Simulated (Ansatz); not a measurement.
## Zone-centre phonons of C: input and output

Level of theory: Ansatz 0.2.0, DFT PBE, scalar-relativistic, plane waves, PAW.

Launched with:
```bash
ansatz run input.yaml --threads 1 --pin off --max-ram 3072MiB --backend cpu --events-out ev --progress --plain --runs-dir out
```

Input (bare energies are in eV):
```yaml
crystal:
  lattice:
    - [0.0, 1.7857964169, 1.7857964169]
    - [1.7857964169, 0.0, 1.7857964169]
    - [1.7857964169, 1.7857964169, 0.0]
  atoms:
    - { symbol: C, position: [0.0, 0.0, 0.0] }
    - { symbol: C, position: [0.25, 0.25, 0.25] }
basis:
  ecutwfc: 420
kpoints:
  mp_grid: { grid: [12, 12, 12] }
hamiltonian:
  xc: pbe
scf:
  occupations: { method: fixed }
output:
  eigenvalues: true
phonons:
  method: dfpt
  dielectric: true
  rigid_motions: translations
  raman: true
  eigenvectors: true
```

Results section of the output:
```
--- Phonons (Γ-DFPT): 1 representative perturbation + reference, on 280 of 1728 k-points (Σ response iterations 3) ---
  k mesh reduced under 4 symmetry operations, with k and −k counted as one. Each operation leaves every solved perturbation unchanged. A smaller set is not considered because the run solves the response ...
  ASR residual: 2.455e-4 → 0.000e0 eV/Å²; symmetrization residual: 5.684e-14 eV/Å²
  ASR residual per site (eV/Å²): 2.46e-4 2.46e-4
  Γ frequencies (cm⁻¹): 0.00 0.00 0.00 1289.91 1289.91 1289.91
  ε∞ (high-frequency dielectric tensor):
        5.850205     0.000000     0.000000
        0.000000     5.850205    -0.000000
        0.000000    -0.000000     5.850205
  ε⁰ (static dielectric tensor: ions relaxed, cell fixed):
        5.850205     0.000000     0.000000
        0.000000     5.850205    -0.000000
        0.000000    -0.000000     5.850205
  ε⁰ − ε∞ (ionic part):
        0.000000    -0.000000    -0.000000
       -0.000000     0.000000     0.000000
       -0.000000     0.000000     0.000000
  softest optical mode at Γ: 1289.91 cm⁻¹; the repairs (sum rule, projections) moved no ω² at Γ by more than (2.36 cm⁻¹)²
  Born effective charges Z* (e; rows j = field, columns β = displacement):
    site 0:
         0.00000    0.00000    0.00000
        -0.00000    0.00000   -0.00000
        -0.00000   -0.00000   -0.00000
    site 1:
        -0.00000   -0.00000   -0.00000
         0.00000    0.00000    0.00000
         0.00000    0.00000    0.00000
  Z* charge neutrality: 3.554e-4 e pre-enforcement
  solved inside a basis spanned on kpoints, on 12×12×12 k-points transformed towards the longest dipole: ε∞ is read to err by 1.5e-2, Z* by 4.3e-3 e (field_mesh: kpoints solves on kpoints)
  Raman tensors (in the event stream and the table raman_tensors.tsv): an entry may err by 1.2e-3 Å², one of the second-order susceptibility by 6.3e-20 pm/V (basis, points and sum rule); their sum over the sites missed zero by 8.882e-16 Å² ...
  optical modes at Γ without the LO–TO term, one row a degenerate level:
      ω (cm⁻¹) modes IR ((D/Å)²/amu) static Raman (Å⁴/amu) depolarisation
       1289.91      3             0.0000               236.8510           0.750
  optical modes at Γ + LO–TO along q̂ = [1.0000, 0.0000, 0.0000]:
      ω (cm⁻¹) modes IR ((D/Å)²/amu) static Raman (Å⁴/amu) depolarisation
       1289.91      3             0.0000               236.8510           0.750
  optical modes at Γ + LO–TO along q̂ = [0.0000, 1.0000, 0.0000]:
      ω (cm⁻¹) modes IR ((D/Å)²/amu) static Raman (Å⁴/amu) depolarisation
       1289.91      3             0.0000               236.8510           0.750
  optical modes at Γ + LO–TO along q̂ = [0.0000, 0.0000, 1.0000]:
      ω (cm⁻¹) modes IR ((D/Å)²/amu) static Raman (Å⁴/amu) depolarisation
       1289.91      3             0.0000               236.8510           0.750
```

It took 69 s on 1 thread of Arm Neoverse V2 (shared host), peak memory 0.69 GiB.